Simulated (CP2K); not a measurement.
# Zn (P-1) in CP2K: relaxation of cell and atoms with PBE

Aim: the relaxation of cell and atoms of Zn with PBE.

Program: CP2K 2026.2. These are calculated values, not measurements. Logs are shortened: lines on timing, memory, paths and dates and some standing lists are left out, and cuts for length are marked.

## 1. Starting point

The typed cell holds 1 atom: a = 2.957 Å, b = 2.540 Å, c = 2.586 Å, α = 106.99°, β = 108.68°, γ = 110.68°.

## 2. Relaxation of cell and atoms, PBE

File zn_vcrelax.inp:

```
&GLOBAL
  PROJECT zn_vcrelax
  RUN_TYPE CELL_OPT
  PRINT_LEVEL LOW
&END GLOBAL
&FORCE_EVAL
  METHOD QS
  STRESS_TENSOR ANALYTICAL
  &DFT
    BASIS_SET_FILE_NAME BASIS_MOLOPT_UZH
    POTENTIAL_FILE_NAME POTENTIAL_UZH
    &MGRID
      CUTOFF 675
      REL_CUTOFF 60
      NGRIDS 4
    &END MGRID
    &QS
      METHOD GPW
      EPS_DEFAULT 1.0E-9
      EXTRAPOLATION USE_PREV_P
    &END QS
    &KPOINTS
      SCHEME MONKHORST-PACK 8 10 9
      GAMMA_CENTERED T
    &END KPOINTS
    &SCF
      SCF_GUESS ATOMIC
      EPS_SCF 1.0E-6
      MAX_SCF 100
      ADDED_MOS 8
      CHOLESKY OFF
      EPS_EIGVAL 1.0E-7
      &DIAGONALIZATION ON
        ALGORITHM STANDARD
      &END DIAGONALIZATION
      &MIXING ON
        METHOD BROYDEN_MIXING
        ALPHA 0.4
        BETA 1.5
        NBUFFER 8
      &END MIXING
      &SMEAR ON
        METHOD FERMI_DIRAC
        ELECTRONIC_TEMPERATURE [K] 580.226
      &END SMEAR
    &END SCF
    &XC
      &XC_FUNCTIONAL
        &GGA_X_PBE
        &END GGA_X_PBE
        &GGA_C_PBE
        &END GGA_C_PBE
      &END XC_FUNCTIONAL
    &END XC
    &PRINT
      &KPOINTS ON
      &END KPOINTS
      &MULLIKEN ON
        &EACH
          CELL_OPT 0
        &END EACH
        ADD_LAST NUMERIC
      &END MULLIKEN
      &MO ON
        ENERGIES T
        OCCUPATION_NUMBERS T
        &EACH
          QS_SCF 0
          CELL_OPT 0
        &END EACH
        ADD_LAST NUMERIC
      &END MO
    &END PRINT
  &END DFT
  &SUBSYS
    &CELL
      ABC 2.9571024557 2.5404328864 2.5857940354
      ALPHA_BETA_GAMMA 106.9906188521 108.6801665092 110.6776972494
      PERIODIC XYZ
    &END CELL
    &COORD
      SCALED
      Zn  0.0000000000 0.0000000000 0.0000000000
    &END COORD
    &KIND Zn
      BASIS_SET TZVP-MOLOPT-PBE-GTH-q12
      POTENTIAL GTH-PBE-q12
    &END KIND
    &PRINT
      &ATOMIC_COORDINATES ON
      &END ATOMIC_COORDINATES
      &CELL ON
      &END CELL
    &END PRINT
  &END SUBSYS
  &PRINT
    &FORCES ON
    &END FORCES
    &STRESS_TENSOR ON
    &END STRESS_TENSOR
  &END PRINT
&END FORCE_EVAL
&MOTION
  &CELL_OPT
    OPTIMIZER BFGS
    MAX_ITER 40
    MAX_FORCE [eV*angstrom^-1] 0.02
    RMS_FORCE [eV*angstrom^-1] 0.02
    MAX_DR 1.0E-2
    RMS_DR 1.0E-2
    EXTERNAL_PRESSURE [bar] 0.0
    PRESSURE_TOLERANCE [bar] 500
    KEEP_SPACE_GROUP T
  &END CELL_OPT
  &PRINT
    &TRAJECTORY ON
    &END TRAJECTORY
    &CELL ON
    &END CELL
    &FORCES ON
    &END FORCES
    &STRESS ON
    &END STRESS
    &RESTART OFF
    &END RESTART
    &RESTART_HISTORY OFF
    &END RESTART_HISTORY
  &END PRINT
&END MOTION
```

Potentials or basis: POTENTIAL_UZH Zn GTH-PBE-q12; TZVP-MOLOPT-PBE-GTH basis.

Launch:

```
OMP_NUM_THREADS=1 cp2k.psmp -i zn_vcrelax.inp -o zn_vcrelax.out
```

zn_vcrelax.out:

```text

 CP2K| version string:                                       CP2K version 2026.2
 CP2K| Input file name                                            zn_vcrelax.inp

 GLOBAL| Force Environment number                                              1
 GLOBAL| Basis set file name                                    BASIS_MOLOPT_UZH
 GLOBAL| Potential file name                                       POTENTIAL_UZH
 GLOBAL| MM Potential file name                                     MM_POTENTIAL
 GLOBAL| Coordinate file name                                      __STD_INPUT__
 GLOBAL| Method name                                                        CP2K
 GLOBAL| Project name                                                 zn_vcrelax
 GLOBAL| Run type                                                       CELL_OPT
 GLOBAL| FFT library                                                       FFTW3
 GLOBAL| Diagonalization library                                       ScaLAPACK
[... 7 lines left out ...]
 GLOBAL| CPU model name                                                  UNKNOWN

 CELL| Volume [angstrom^3]:                                            15.310842
 CELL| Vector a [angstrom]:       2.957     0.000     0.000   |a| =     2.957102
 CELL| Vector b [angstrom]:      -0.897     2.377     0.000   |b| =     2.540433
 CELL| Vector c [angstrom]:      -0.828    -1.120     2.178   |c| =     2.585794
 CELL| Angle (b,c), alpha [degree]:                                   106.990619
 CELL| Angle (a,c), beta  [degree]:                                   108.680167
 CELL| Angle (a,b), gamma [degree]:                                   110.677697
 CELL| Numerically orthorhombic:                                              NO
 CELL| Periodicity                                                           XYZ

 CELL_REF| Volume [angstrom^3]:                                        15.310842
 CELL_REF| Vector a [angstrom     2.957     0.000     0.000   |a| =     2.957102
 CELL_REF| Vector b [angstrom    -0.897     2.377     0.000   |b| =     2.540433
 CELL_REF| Vector c [angstrom    -0.828    -1.120     2.178   |c| =     2.585794
 CELL_REF| Angle (b,c), alpha [degree]:                               106.990619
 CELL_REF| Angle (a,c), beta  [degree]:                               108.680167
 CELL_REF| Angle (a,b), gamma [degree]:                               110.677697
 CELL_REF| Numerically orthorhombic:                                          NO
 CELL_REF| Periodicity                                                       XYZ
[... 9 lines left out ...]
 TOTAL NUMBERS AND MAXIMUM NUMBERS

  Total number of            - Atomic kinds:                                   1
                             - Atoms:                                          1
                             - Shell sets:                                     1
                             - Shells:                                        10
                             - Primitive Cartesian functions:                  6
                             - Cartesian basis functions:                     40
                             - Spherical basis functions:                     34

[... 1590 lines left out ...]
 OPT|
 OPT| Pressure deviation [bar]                                    319.0362198709
 OPT| Pressure tolerance [bar]                                    500.0000000000
 OPT| Pressure is converged                                                  YES
 OPT| **************************************************************************

 *******************************************************************************
 ***                    GEOMETRY OPTIMIZATION COMPLETED                      ***
 *******************************************************************************

 write_final_structure: Optimization converged, writing XYZ file gladly:
  zn_vcrelax-FINAL-1_11.xyz

 write_final_structure: Optimization converged, writing CIF file gladly:
  zn_vcrelax-FINAL-1_11.cif

 write_final_structure: Done!

                    Reevaluating energy at the minimum

 CELL| Volume [angstrom^3]:                                            15.614733
 CELL| Vector a [angstrom]:       2.871     0.000     0.000   |a| =     2.871267
 CELL| Vector b [angstrom]:      -0.933     2.489     0.000   |b| =     2.657790
 CELL| Vector c [angstrom]:      -0.835    -1.176     2.185   |c| =     2.618105
 CELL| Angle (b,c), alpha [degree]:                                   107.969966
 CELL| Angle (a,c), beta  [degree]:                                   108.594169
 CELL| Angle (a,b), gamma [degree]:                                   110.553408
 CELL| Numerically orthorhombic:                                              NO
 CELL| Periodicity                                                           XYZ
[... 278 lines left out ...]
 MO|      2              -0.073037              -1.987434               2.000000
 MO|      3              -0.062350              -1.696633               2.000000
 MO|      4              -0.048657              -1.324032               2.000000
 MO|      5              -0.048160              -1.310509               2.000000
 MO|      6               0.144508               3.932259               2.000000
 MO|      7               0.277334               7.546640               0.000000
 MO|      8               0.338052               9.198850               0.000000
 MO|      9               0.530731              14.441927               0.000000
 MO|     10               1.220302              33.206105               0.000000
 MO|     11               1.233321              33.560380               0.000000
 MO|     12               1.314169              35.760350               0.000000
 MO|     13               1.338773              36.429860               0.000000
 MO|     14               1.462116              39.786190               0.000000
 MO| Sum:                                                              12.000000
 MO| E(Fermi):            0.218423 a.u.          5.943606 eV
 MO| Band gap:            0.132826 a.u.          3.614381 eV

 MO| EIGENVALUES AND OCCUPATION NUMBERS FOR K POINT 14
 MO|
 MO|  Index      Eigenvalue [a.u.]        Eigenvalue [eV]             Occupation
 MO|      1              -0.084616              -2.302506               2.000000
 MO|      2              -0.067297              -1.831243               2.000000
 MO|      3              -0.066760              -1.816620               2.000000
 MO|      4              -0.048925              -1.331305               2.000000
 MO|      5              -0.046760              -1.272396               2.000000
 MO|      6               0.165548               4.504794               2.000000
 MO|      7               0.241589               6.573982               0.000007
 MO|      8               0.305656               8.317327               0.000000
 MO|      9               0.691892              18.827335               0.000000
 MO|     10               1.075201              29.257720               0.000000
 MO|     11               1.117350              30.404628               0.000000
 MO|     12               1.145299              31.165163               0.000000
 MO|     13               1.377297              37.478150               0.000000
 MO|     14               1.380454              37.564059               0.000000
 MO| Sum:                                                              12.000007
 MO| E(Fermi):            0.218423 a.u.          5.943606 eV

 [... the levels of further k-points ...]

 !-----------------------------------------------------------------------------!
                     Mulliken Population Analysis

 #  Atom  Element  Kind  Atomic population                           Net charge
       1     Zn       1         12.000000                              0.000000
 # Total charge                             12.000000                  0.000000

 !-----------------------------------------------------------------------------!

 ENERGY| Total FORCE_EVAL ( QS ) energy [hartree]            -60.564235071077690
```

Wall time 15 min (1 thread of Arm Neoverse V2, shared host); peak memory 0.38 GiB.

What came out:

* Free energy: -1648.0366 eV
* Relaxed volume: 15.61 Å³/atom
* Relaxed cell: a = 2.871 Å, b = 2.658 Å, c = 2.618 Å, α = 107.97°, β = 108.59°, γ = 110.55°
* Space group after relaxing (to 0.05 Å): C2/m (No. 12)
* Energy gained by relaxing: 18.1 meV/atom
* Ionic steps: 13
* Pressure after relaxing: 0.0 GPa
* Band gap on the k mesh: none (metal or under the smearing width)

Step by step:
```
step  energy change (eV)  largest force (eV/Å)  volume (Å³)
   1              0.0000                0.0000        15.31
   2             -0.0006                0.0000        15.33
   3             -0.0106                0.0000        15.87
   4             -0.0118                0.0000        16.04
   5             -0.0121                0.0000        16.09
   6             -0.0125                0.0000        16.13
   7             -0.0141                0.0000        16.14
   8             -0.0158                0.0000        16.04
   9             -0.0172                0.0000        15.84
  10             -0.0180                0.0000        15.63
  11             -0.0181                0.0000        15.61
  12             -0.0181                0.0000        15.61
  13             -0.0181                0.0000        15.61
```

Final structure:
```yaml
crystal:
  lattice:
    - [2.87127, 0.00000, 0.00000]
    - [-0.93310, 2.48861, 0.00000]
    - [-0.83482, -1.17566, 2.18527]
  atoms:
    - { symbol: Zn, position: [0.00000, 0.00000, 0.00000] }
```

Levels at points of the mesh, in eV from the Fermi level:
```csv
k point,band 2,band 3,band 4,band 5,band 6,band 7,band 8,band 9,band 10,band 11
"(0.00, 0.00, 0.00)",-7.96,-7.86,-7.61,-7.31,-7.28,16.11,18.48,19.58,21.43,21.55
"(0.00, 0.50, 0.00)",-8.12,-7.30,-7.28,-6.97,-2.45,-0.68,9.31,13.82,14.67,19.58
"(0.50, 0.00, 0.00)",-8.16,-7.31,-7.22,-7.05,-3.17,-2.15,12.47,13.83,18.01,19.72
"(0.50, 0.50, 0.00)",-8.12,-7.32,-7.26,-7.02,-2.81,-1.34,10.83,13.88,16.29,19.63
```

Caveat: the basis of atomic orbitals isn't converged, which shifts pressures, moduli and gaps.
